## How stiff will ZnS and Al come out?

**Question.** I am looking at bulk moduli calculated with one density functional, set beside measured ones. Two crystals still have question marks, zinc-blende ZnS and aluminium. Can the other seven tell me what the calculation will give for them, and how far should I trust such a forecast?

GPAW 26.7.0, Kohn-Sham DFT with the WC (Wu–Cohen) functional and plane waves, for periodic crystals without spin polarisation, with Fermi-Dirac smearing of 0.05 eV. The computed bulk modulus is that at the equilibrium volume of an equation of state fitted to energies at seven volumes, 0.94 to 1.06 times that of the given cell.

| formula | space group | volume of the given cell (Å³/atom) | potentials or basis | wave cutoff (eV) | k-mesh | computed bulk modulus (GPa) | measured bulk modulus (GPa) | what was measured, and how | source | computed over measured, less one (%) |
| --- | --- | --- | --- | --- | --- | --- | --- | --- | --- | --- |
| ZnS | F-43m | 19.73 | PAW data sets made by gpaw setup for the functional | 600 | 7x7x7 | ? | ? | ? | ? | ? |
| Al | Fm-3m | 16.60 | PAW data sets made by gpaw setup for the functional | 600 | 11x11x11 | ? | ? | ? | ? | ? |
| Cu | Fm-3m | 11.81 | PAW data sets made by gpaw setup for the functional | 600 | 13x13x13 | 162.8 | 139 | from linear fit of volume against pressure, 5 to 33 MPa; synchrotron powder XRD under pressure; powder | pmc:10161880 (2023) | 17.1 |
| BAs | F-43m | 13.63 | PAW data sets made by gpaw setup for the functional | 800 | 8x8x8 | 141.0 | 148 | literature experimental value; not stated; bulk crystal | arXiv:1911.11281 (2019) | -4.7 |
| BP | F-43m | 11.68 | PAW data sets made by gpaw setup for the functional | 800 | 10x10x10 | 169.5 | 174 | B0, Murnaghan EOS fit with V0 fixed at 93.45 A^3; XRD in diamond anvil cell; powder | arXiv:1505.05714 (2015) | -2.6 |
| Ta | Im-3m | 18.01 | PAW data sets made by gpaw setup for the functional | 600 | 11x11x11 | 211.2 | 194 | isothermal K0 from ultrasonic data; ultrasonic measurement; bulk crystal | arXiv:cond-mat/0403080 (2004) | 8.9 |
| SiC | F-43m | 10.35 | PAW data sets made by gpaw setup for the functional | 800 | 10x10x10 | 221.2 | 225 | bulk modulus B; quoted earlier experiment; bulk crystal | pmc:9505936 (2022) | -1.7 |
| Rh | Fm-3m | 13.67 | PAW data sets made by gpaw setup for the functional | 600 | 12x12x12 | 285.7 | 264 | K0 from ultrasound; ultrasound; bulk crystal | pmc:11535440 (2024) | 8.2 |
| C | Fd-3m | 5.67 | PAW data sets made by gpaw setup for the functional | 800 | 10x10x10 | 449.9 | 442 | B0 from ultrasound; ultrasonic measurement; bulk crystal | arXiv:cond-mat/0702656 (2007) | 1.8 |

**Answer.** Two magnitudes are worth keeping in mind. In crystals where each atom has four bonds, a bond longer by a tenth costs almost 30% of the stiffness. The calculation also errs differently by type of crystal: the four known tetrahedral ones lie within 5% of measurement, while the three known metals are 8 to 17% too stiff. ZnS belongs to the first group and can be forecast from its bond length and the valence of its atoms. Al belongs to the second and needs another route.

### ZnS: stiffness from bond length

The bulk modulus $B$ is the pressure needed per fractional loss of volume: at 100 GPa, a pressure of 1 GPa shrinks the crystal by about 1%. It has the unit of an energy per volume, so two things matter in a covalent crystal: how strong the bonds are, and how much space their charge fills. The covalent part of the energy gap between bonding and antibonding states, which measures the strength, falls roughly as $d^{-2.5}$ with bond length $d$. The bond charge fills a tube of nearly constant width, whose volume grows as $d$. Together they give the known empirical rule $B \propto d^{-3.5}$.

A network of springs is a useful simpler system. If all its springs stretch by the same fraction, its bulk modulus is proportional to the spring constant divided by $d$. A longer bond therefore counts twice, once through the sparser network and once through the weaker spring. The analogy stops there: it does not tell how the spring weakens when the two atoms differ, and it is no guide to a metal, whose mobile electrons respond to the volume as a whole.

The table supports the rule within pairs. The product $Bd^{3.5}$ is nearly the same for diamond and SiC, and again for BP and BAs, but about 12% lower in the second pair. The empirical rule assigns such a drop to each step from group IV compounds to III–V and then to II–VI. The step follows the columns of the two elements in the periodic table. It does not measure charge transfer, since SiC is more polar than BP and yet has the higher product. Going one step further to ZnS is thus an extrapolation.

Here is the estimate in full. The volume $V$ of the given cell, per atom, fixes the bond length:

$$d=\frac{\sqrt3}{4}(8V)^{1/3}=\frac{\sqrt3}{4}(8\times19.73)^{1/3}=2.34\ \text{Å}$$

The pair averages of $Bd^{3.5}$, in GPa Å$^{3.5}$, are $(2059+2043)/2=2051$ and $(1803+1795)/2=1799$. One more equal step down gives $1799-(2051-1799)=1547$. With $d^{3.5}=19.6$ in the same units of length,

$$B(\text{ZnS})\approx\frac{1547}{19.6}\approx79\ \text{GPa}$$

The error bar comes from a different reading of the same four crystals. A single power law with a free exponent and no valence step misses SiC by about 7%, yet it is not absurd, and it puts ZnS at 88 GPa. I take the gap between the two readings as the uncertainty. **The forecast for ZnS is 79 ± 9 GPa**, close to measurement.

### Al: a measured value and a typical error

Aluminium has no such bonds to count. Its electrons resist compression because squeezing them raises their kinetic energy, and for a free-electron gas of the same density this alone would give 225 GPa. Attraction to the ions and exchange between electrons work against that, while repulsion from the closed shells of the ions adds to it. The modulus is what remains of these large terms, and a small error in any of them would spoil it. It is safer to start from a rough recalled measured value, 76 GPa, and ask how far the calculation usually overshoots for metals.

For Cu and Ta, much of the overshoot has a visible source. The calculation lets these crystals settle at volumes 2.5% and 1.6% below the given cells, which are close to their well-known room-temperature sizes, and a crystal held at a smaller volume is stiffer. Correcting the modulus back to the given cell with the Murnaghan relation leaves an excess of only 2 to 3%. Rh is the exception: its volume is nearly that of the given cell, so this correction does not remove its excess of 8 to 9%. That cell is slightly smaller than the real crystal at room temperature, which is expected to account for a small part. The rest remains unexplained.

Heat and zero-point motion, absent from the calculation, usually soften and expand a real crystal, which also argues for an overshoot in Al. Its size is less certain, because d electrons take part in the bonding of the three known metals, strongly in Ta and Rh and less in Cu with its almost full d shell, while Al has no occupied d shell. The median ratio of computed to measured modulus in those three is 1.089, so the estimate is $76\times1.089\approx83$ GPa. The error bar allows for no overshoot at all and for a guessed 4 GPa in the recalled value. **The forecast for Al is 83 ± 8 GPa**, above measurement.

### The computed values

The withheld rows as computed:

| formula | space group | volume of the given cell (Å³/atom) | potentials or basis | wave cutoff (eV) | k-mesh | computed bulk modulus (GPa) | measured bulk modulus (GPa) | what was measured, and how | source | computed over measured, less one (%) |
| --- | --- | --- | --- | --- | --- | --- | --- | --- | --- | --- |
| ZnS | F-43m | 19.73 | PAW data sets made by gpaw setup for the functional | 600 | 7x7x7 | 79.6 | 76.9 | B0; experimental value quoted from literature; bulk crystal | arXiv:0911.5022 (2009) | 3.5 |
| Al | Fm-3m | 16.60 | PAW data sets made by gpaw setup for the functional | 600 | 11x11x11 | 81.8 | 76.9 | bulk modulus; literature experiment; bulk crystal | pmc:3831299 (2013) | 6.4 |

Both forecasts hold, with misses of about 1 GPa: ZnS comes out at 79.6 GPa, slightly above its forecast, and Al at 81.8 GPa, slightly below. Neither computed value took part in setting the constants, though the forecast for Al starts from a recalled measurement of Al itself. The misses are far smaller than the error bars, but two cases are no reason to narrow those bars. The printed analysis after this text lists both forecasts with the comparisons behind them.

For ZnS the result separates the two readings. The forecast made with the valence step is right to about 1%, while the single power law is too high by about 8 GPa. Bond length alone is therefore not enough here, and one more equal step describes this II–VI crystal well. That supports the step as a counting rule; it does not show what happens to the charge in the bond.

The match to about 1% should not be read as the accuracy of the rule. The forecast used the given cell, but the calculation lets ZnS settle at a volume 2.7% smaller. With the constants of the rule kept, the shorter bond would raise the forecast by about 3%, to slightly above the computed value. The small volume also flatters the comparison with measurement. Taken back to the given cell with the Murnaghan relation, the computed modulus is only about 70 GPa, some 8% below the measured one.

For Al two small errors partly cancelled. The recalled starting value was about 1% below the measured one in the table, and the assumed overshoot of 9% was too large, the actual one being 6.4%. The absence of d bonding is no ready explanation for the smaller overshoot: Cu, where d electrons bond least among the three known metals, has the largest one. The calculation also comes without a convergence test, and metals are sensitive to the k-mesh, so a difference of 1 or 2 GPa should not be given a physical cause. The overshoot as a whole does have a visible source, the same as in Cu and Ta. Al settles at a volume almost 2% below the given cell, and its modulus taken back to that cell is about 75 GPa, slightly below measurement.

When you use a computed modulus, look at the computed volume beside it. A volume that is too small raises the modulus, and good agreement with measurement can then hide a second error, as in ZnS. The type of crystal gives only a first idea of the error, because some runs that matched measurement poorly were left out of this table. Across all nine rows, the tetrahedral crystals are within 5% of measurement, some above and some below. The four metals are all too stiff, by 6 to 17%.

The analysis program printed:

```
Modulus times bond length^3.5 for C, SiC, BP, BAs (GPa Å^3.5): 2059, 2043, 1803, 1795
Drop of that product from the IV-IV pair to the III-V pair (%): 12.29
Bond length of ZnS from the given cell (Å): 2.34
Rival power law, exponent of the bond length: -3.962
Rival power law, miss for SiC (%): -6.717
FORECAST ZnS, valence-step rule, and its error bar (GPa): 78.91, 9.101
ZnS by the rival power law, and by recalled value times median tetrahedral ratio (GPa): 88.01, 75.35
Al, free-electron gas alone (GPa): 225
Median ratio of computed to measured modulus, known metals: 1.089
FORECAST Al, and its error bar (GPa): 82.74, 7.836
Equilibrium volume against given cell for Cu, Ta, Rh (%): -2.451, -1.557, 0.2012
Excess over measurement at the given cell for Cu, Ta, Rh (%): 3.17, 1.577, 9.351
REVEALED ZnS computed, forecast less computed (GPa), the same in %: 79.6, -0.6887, -0.8653
REVEALED Al computed, forecast less computed (GPa), the same in %: 81.8, 0.9381, 1.147
REVEALED measured modulus of ZnS and Al (GPa): 76.9, 76.9
REVEALED computed over measured less one for ZnS and Al (%): 3.5, 6.4
```
